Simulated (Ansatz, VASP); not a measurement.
# Two plane-wave programs on NbSi2

INCAR

```
PREC     = Accurate       # precision mode
ENCUT    = 520            # plane-wave cutoff, eV
EDIFF    = 1E-7           # SCF threshold, eV
ISMEAR   = 0              # smearing method
SIGMA    = 0.1            # smearing width, eV
LREAL    = F              # projectors in reciprocal space
LASPH    = T              # aspherical terms in the spheres
NELM     = 100            # most SCF steps
ALGO     = Fast           # electronic algorithm
ISIF     = 2              # what is computed and relaxed
LWAVE    = F              # write WAVECAR
LCHARG   = F              # write CHGCAR
GGA      = PE             # functional
NBANDS   = 42             # bands
```

KPOINTS

```
Automatic mesh
0
Gamma
  6 6 4
```

POSCAR

```
NbSi2
1.0
    4.8058630000      0.0000000000      0.0000000000
   -2.4029310000      4.1619990000      0.0000000000
    0.0000000000      0.0000000000      6.5881560000
Nb Si
3 6
Direct
    0.5000000000      0.5000000000      0.6666670000
    0.5000000000      0.0000000000      0.0000000000
    0.0000000000      0.5000000000      0.3333330000
    0.6838360000      0.8419180000      0.3333330000
    0.8419180000      0.6838360000      0.0000000000
    0.8419180000      0.1580820000      0.6666670000
    0.3161640000      0.1580820000      0.3333330000
    0.1580820000      0.3161640000      0.0000000000
    0.1580820000      0.8419180000      0.6666670000
```

Input for Ansatz:

```yaml
crystal:
  lattice:
    - [4.805863, 0.0, 0.0]
    - [-2.402931, 4.161999, 0.0]
    - [0.0, 0.0, 6.588156]
  atoms:
    - { symbol: Nb, position: [0.5, 0.5, 0.666667] }
    - { symbol: Nb, position: [0.5, 0.0, 0.0] }
    - { symbol: Nb, position: [0.0, 0.5, 0.333333] }
    - { symbol: Si, position: [0.683836, 0.841918, 0.333333] }
    - { symbol: Si, position: [0.841918, 0.683836, 0.0] }
    - { symbol: Si, position: [0.841918, 0.158082, 0.666667] }
    - { symbol: Si, position: [0.316164, 0.158082, 0.333333] }
    - { symbol: Si, position: [0.158082, 0.316164, 0.0] }
    - { symbol: Si, position: [0.158082, 0.841918, 0.666667] }
basis:
  ecutwfc: 420
kpoints:
  mp_grid: { grid: [6, 6, 4] }
hamiltonian:
  xc: pbe
scf:
  occupations: { method: gaussian, width: 0.1 }
output:
  forces: true
  stress: true
  eigenvalues: true
```

The cell comes from a database or a generator and needn't be the stable form of this composition.

Alike in both runs: task single point; functional PBE; k mesh 6 × 6 × 4; occupations gaussian, width 0.1 eV; no spin polarisation.

|  | VASP | Ansatz |
| --- | --- | --- |
| version | VASP 6.6.1 | Ansatz 0.2.0 |
| potentials or method | VASP PAW PBE potentials, release 64 (Nb_sv, Si) | scalar-relativistic, plane waves, PAW |
| plane-wave cutoff (eV) | 520 | 420 |
| valence electrons in the cell | 63 | 63 |

|  | VASP | Ansatz | Ansatz less VASP |
| --- | --- | --- | --- |
| gap on the k mesh at the Fermi level (eV) | none | none | - |
| pressure (GPa) | 1.0 | 1.3 | +0.24 |
| largest component of the traceless stress (GPa) | 0.86 | 0.89 | +0.024 |
| rms of the force components (eV/Å) | 0.067 | 0.067 | 0.0000 |

Atom by atom the forces differ by 0.000 eV/Å (rms over components). A gap of «none» marks a metal or a gap that the smearing closes. Ansatz warned: «structure_snapped_to_symmetry».
